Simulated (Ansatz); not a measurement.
# Au (Pm-3m) in Ansatz: single point with PBE

Aim: the single point of Au with PBE.

Everything below comes from runs of Ansatz 0.2.0. Logs are shortened: lines on timing, memory, paths and dates and some standing lists are left out, and cuts for length are marked.

## Step 1: The crystal as given

It takes space group Pm-3m (No. 221, cubic). The conventional cell has a = 2.748 Å, b = 2.748 Å, c = 2.748 Å, α = 90.00°, β = 90.00°, γ = 90.00°. Around Au (site symmetry m-3m) lie 6 Au at 2.75 Å.

The cell was built by a generator and needn't be a form met in nature.

## Step 2: Single point, PBE

The input, input.yaml:

```yaml
crystal:
  lattice:
    - [2.74841, 0.0, 0.0]
    - [0.0, 2.74841, 0.0]
    - [0.0, 0.0, 2.74841]
  atoms:
    - { symbol: Au, position: [0.5, 0.5, 0.5] }
hamiltonian:
  xc: pbe
  pseudopotentials: { kind: paw }
kpoints:
  mp_grid: { grid: [10, 10, 10] }
scf:
  occupations: { method: gaussian, width: 0.028 }
output:
  forces: true
  stress: true
  eigenvalues: true
```

Potentials or basis: Ansatz PAW.

Run with:

```bash
$ ansatz run input.yaml --threads 2 --pin off --max-ram 5632MiB --backend cpu --events-out ev --progress --plain --runs-dir out
```

Output:

```text
Warning: RAYON_NUM_THREADS=2 ignored (pool sized by the plan → 2); use --threads N
Engine: ansatz 0.2.0, x86_64-unknown-linux-gnu
Pseudopotentials: kind: paw
Pseudopotential: Au, paw, valence charge 19, recommended cutoff 420 eV (normal), Au.paw.azcp
Functional definition: PBE
  parameter kappa = 0.804
  parameter beta = 0.06672455060314922
  exchange = pbe_x(kappa = kappa, mu = beta*pi^2/3)
  correlation = pbe_c(beta = beta)
Crystal: 1 atoms, lattice volume = 20.761 Å³
Basis set: ecut = 420 eV, 437 PW (Γ), exchange–correlation on 40×40×40 points (8 copies of the dense FFT grid, shifted against one another)
Bands: 14, of which v1, the nominal top of the filled ones, is band 10 counted from 1 (9 counted from 0)
Symmetry: 48 space group operations
Space group: Pm-3m (ITA 221), of the structure as read, at distance tolerance 2.7e-5 Å
k-points: 56 of 1000
Non-local potential: Au, projectors of the file, l = 0: 3, l = 1: 2, l = 2: 2, l = 3: 1
PAW form: soft (Blöchl's): semilocal exchange-correlation on the pseudo side does not see the compensation charge
PAW one-centre angular grid: Au, 590 points (default); XC on 64 Gauss nodes
Initial density: superposition of atomic densities (neutral atoms: chi_scale 0, normalization atom), corrected by the library's trained network
Initial wavefunctions: pseudopotential atomic-orbital guess
Functional: x = pbe(κ = 0.804, μ = 0.2195149727645171), c = pbe(β = 0.06672455060314922)
SCF iter   1: F=—  HF=-13149.118093 eV  |F-HF|=—  |Δ(HF+E_count)|=         —  Δρ=3.99e-3  dr2=2.74e-3  ethr=1.77e-3  ⟨swp⟩=5.3  Hψ=4219  notcnv=0
preconditioner: auto → LDOS  [insulator: Δε(μ)=0.156 eV  Ē_g=14.849 eV  σ=0.028 eV  W_gap=0.83  n_scr=6 (ndim 8)  ℏωp=27.0 eV  f_vac=0.010  D(μ)=0.61/eV (n_scr^D=6)  ε∞_Penn≈4.3  β→1.0]
SCF iter   2: F=—  HF=-13149.118554 eV  |F-HF|=—  |Δ(HF+E_count)|=   4.62e-4  Δρ=3.46e-3  dr2=2.17e-3  ethr=1.44e-5  ⟨swp⟩=3.0  Hψ=1960  notcnv=0  defer=26
preconditioner: auto → none  [insulator: Δε(μ)=0.167 eV  Ē_g=14.792 eV  σ=0.028 eV  W_gap=0.83  n_scr=6 (ndim 8)  ℏωp=27.0 eV  f_vac=0.004  D(μ)=0.61/eV (n_scr^D=6)  ε∞_Penn≈4.3  β→0.5]
SCF iter   3: F=—  HF=-13149.117902 eV  |F-HF|=—  |Δ(HF+E_count)|=   6.52e-4  Δρ=4.95e-4  dr2=1.34e-5  ethr=1.14e-5  ⟨swp⟩=2.0  Hψ=1249  notcnv=0  defer=26
SCF iter   4: F=—  HF=-13149.117919 eV  |F-HF|=—  |Δ(HF+E_count)|=   1.73e-5  Δρ=4.12e-5  dr2=1.09e-7  ethr=7.05e-8  ⟨swp⟩=2.0  Hψ=1136  notcnv=0  defer=26
iter 5 did not close the SCF: its close was put off for the readings that it lacked (scf_convergence_deferred on its scf_iter line)
SCF iter   5: F=-13149.117920 eV  HF=-13149.117920 eV  |F-HF|=1.13e-8  |Δ(HF+E_count)|=   2.28e-7  Δρ=8.41e-6  dr2=3.95e-9  ethr=5.73e-10  ⟨swp⟩=2.1  Hψ=1052  notcnv=0  defer=26
SCF iter   6: F=-13149.117920 eV  HF=-13149.117920 eV  |F-HF|=9.09e-12  |Δ(HF+E_count)|=   1.26e-8  Δρ=3.02e-7  dr2=1.17e-11  ethr=2.08e-11  ⟨swp⟩=3.4  Hψ=2659  notcnv=0
SCF 1 converged in 6 iterations: F = -13149.117920 eV  dr2 = 1.17e-11
SCF converged after 6 iterations
Free energy (F): -13149.117920 eV
Harris-Foulkes:  -13149.117920 eV  (|F-HF|=9.09e-12)
Internal energy: -13149.117682 eV  (E = F + TS)
E sigma→0 (E₀):  -13149.117801 eV
Entropy (-TS):   -0.000237 eV (-0.237 meV/atom)
Fermi energy:    15.492473 eV
--- Per-component energies (eV) ---
  E_band       = -290.106433
  E_kinetic    = 604.541535
  E_local      = -2088.074327  (includes V_loc(G=0)·N_el)
  E_nonlocal   = 73.967359
  E_hartree    = 877.938467
  E_xc         = -227.509604
  E_vxc        = -274.498498  (∫ρ·V_xc dr)
  E_paw        = -9706.786751  (= ΣΔE_a)
  E_vpaw       = -361.920677  (= ΣTr[D̂ρ^β])
  E_aug_tail   = 0.001395  (compensation charges beyond the density's cutoff)
  E_ewald      = -2683.195756
  E_smearing   = -0.000237  (= −TS)
  E_closure    = 0.000000  (closes the sum)
  Σ components = -13149.117920   (vs F -13149.117920, Δ=0.00e0)
--- Forces (eV/Å), atoms counted from 1 ---
  atom   1  Au     0.00000000     0.00000000    -0.00000000
  max |Σ_I F_I| component: 1.68e-28 eV/Å
--- Stress (GPa, compression-positive) ---
        0.242205      -0.000000       0.000000
        0.000000       0.242205       0.000000
        0.000000       0.000000       0.242205
  P = ⅓ Tr σ = 0.2422 GPa (2.422 kbar)
--- Band table (eV; the first three rows and the last of 56) ---
  k-point 0: bands = ["-89.2683", "-40.6216", "-40.6216", "-40.6216", "7.6875", "9.8448", "9.8448", "14.0180", "14.0180", "14.0180", "29.2780", "29.2780", "29.2780", "34.0849"]
  k-point 1: bands = ["-89.2675", "-40.6413", "-40.6200", "-40.6200", "7.9253", "9.8809", "10.0366", "13.8616", "13.8616", "14.0307", "27.5171", "29.6693", "29.6693", "34.8651"]
  k-point 2: bands = ["-89.2653", "-40.6926", "-40.6160", "-40.6160", "8.5176", "9.9769", "10.6780", "13.4759", "13.4759", "14.0640", "24.6082", "30.7307", "30.7307", "34.2628"]
  k-point 55: bands = ["-89.2429", "-40.7869", "-40.7869", "-40.7869", "10.5715", "10.5715", "10.5715", "15.2543", "15.2543", "23.8554", "23.8554", "23.8554", "25.5950", "27.5997"]
```

Wall time 0.32 s (2 threads of AMD EPYC 9R45 (Zen 5), shared host); peak memory 0.34 GiB.

Results:

* Free energy: -13149.1179 eV
* Pressure: 0.2 GPa
* Band gap on the k mesh: none (metal or under the smearing width)

The run has no spin-orbit coupling, so splittings on Au are missing.
